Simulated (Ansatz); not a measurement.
TaN:

```
Ta N
1.0
     0.00000    2.21132    2.21132
     2.21132    0.00000    2.21132
     2.21132    2.21132    0.00000
Ta N
1 1
Direct
  0.50000 0.50000 0.50000
  0.00000 0.00000 0.00000
```

The cell comes from a database or a generator and needn't be the stable form of this composition.

```yaml
Program: Ansatz 0.2.0
Task: relaxation of cell and atoms
Functional: RPBE
Dispersion: D3(BJ)
Potentials_or_basis: all-electron LAPW, scalar-relativistic
Basis_error_allowed: 0.001 eV/atom
k_mesh: 10 × 10 × 10
Occupations: fermi-dirac, width 0.05 eV
Spin: no spin polarisation
```

At the start: volume 10.81 Å³/atom.

Question: How do energy, volume and symmetry change on relaxing?

Answer: Over 6 steps the energy falls by 161.8 meV/atom and the volume is 9.64 Å³/atom (-10.9 %); space group Fm-3m (No. 225, to 0.05 Å).

Step by step:
| step | energy change (eV) | largest force (eV/Å) | volume (Å³) |
| --- | --- | --- | --- |
| 1 | 0.0000 | 0.0000 | 21.63 |
| 2 | -0.2901 | 0.0000 | 18.62 |
| 3 | -0.3224 | 0.0000 | 19.41 |
| 4 | -0.3236 | 0.0000 | 19.29 |
| 5 | -0.3236 | 0.0000 | 19.28 |
| 6 | -0.3236 | 0.0000 | 19.28 |

Final structure:
```
Ta N
1.0
     0.00000    2.12822    2.12822
     2.12822    0.00000    2.12822
     2.12822    2.12822    0.00000
Ta N
1 1
Direct
  0.50000 0.50000 0.50000
  0.00000 0.00000 0.00000
```
